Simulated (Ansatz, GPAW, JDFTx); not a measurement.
**Zr: programs and potentials compared**

```
CELL_PARAMETERS angstrom
3.23200 0.00000 0.00000
-1.61600 2.79899 0.00000
0.00000 0.00000 5.14700
ATOMIC_POSITIONS crystal
Zr 0.66667 0.33333 0.75000
Zr 0.33333 0.66667 0.25000
```

Alike in all runs: task single point; functional PBE; k mesh 9 × 9 × 5; occupations gaussian, width 0.011 eV; no spin polarisation; no spin-orbit coupling. Pressure is positive in compression and, in plane waves, holds the error of the finite cutoff, which Ansatz's Pulay term estimates and takes out.

```
                                   program and potentials  plane-wave cutoff (eV)  notes  pressure (GPa)
                                       Ansatz, Ansatz PAW                     420      -            0.58
               GPAW, GPAW PAW data sets (gpaw-data 1.2.1)                     600      -            0.25
JDFTx, PseudoDojo-SR-PBE-0.5-standard with smoothed tails                     898      -            0.64
           Ansatz, all-electron LAPW, scalar-relativistic                       -      -            0.60
```

The pressure spans 0.25 (GPAW, GPAW PAW data sets (gpaw-data 1.2.1)) to 0.64 GPa (JDFTx, PseudoDojo-SR-PBE-0.5-standard with smoothed tails), with all-electron results at 0.60.

Differences between rows come from potentials, basis sets and numerical settings, since the functional is the same but for its coding. Runs on potential files found faulty are left out.
